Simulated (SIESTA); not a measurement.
Input of a SIESTA 5.4.2 run:

File Si.fdf:

```
SystemName                      Si
SystemLabel                     Si
NumberOfSpecies                 1
NumberOfAtoms                   1
%block ChemicalSpeciesLabel
  1  14 Si
%endblock ChemicalSpeciesLabel

LatticeConstant                 1.0 Ang
%block LatticeVectors
     2.5321100000     0.0000000000     0.0000000000
     0.0000000000     2.5321100000     0.0000000000
     0.0000000000     0.0000000000     2.5321100000
%endblock LatticeVectors
AtomicCoordinatesFormat         Ang
%block AtomicCoordinatesAndAtomicSpecies
     1.2660550000     1.2660550000     1.2660550000  1
%endblock AtomicCoordinatesAndAtomicSpecies

%block kgrid.MonkhorstPack
   10   0   0  0.0
    0  10   0  0.0
    0   0  10  0.0
%endblock kgrid.MonkhorstPack
XC.Functional                   GGA
XC.Authors                      PBE
PAO.BasisSize                   TZP
PAO.EnergyShift                 0.003 Ry
Mesh.Cutoff                     500 Ry
OccupationFunction              FD
ElectronicTemperature           0.05 eV
MaxSCFIterations                120
SCF.MustConverge                false
SCF.Mixer.Method                Pulay
SCF.Mixer.Weight                0.25
SCF.Mixer.History               8
SCF.DM.Tolerance                5.0e-05
SCF.H.Tolerance                 1.0e-03 eV
WriteForces                     true
Charge.Mulliken                 end
Charge.Hirshfeld                end
Charge.Voronoi                  end
SaveRho                         true
SaveElectrostaticPotential      true
MD.TypeOfRun                    CG
MD.Steps                        40
MD.MaxForceTol                  0.01 eV/Ang
MD.MaxDispl                     0.1 Ang
WriteCoorStep                   true
AtomCoorFormatOut               Fractional
MD.VariableCell                 true
MD.MaxStressTol                 0.1 GPa
```

Potentials or basis: PseudoDojo 0.4 standard (PBE files), TZP (energy shift 0.003 Ry).

The run is started by

```bash
$ siesta < Si.fdf > Si.out 2>&1
```

(1) Estimate the relaxed volume.

(2) What does it give for the band gap on the k mesh?

Answers

(1) 16.37 Å³/atom.

(2) none (metal or under the smearing width).

Caveat: the basis of atomic orbitals isn't converged, which shifts pressures, moduli and gaps.
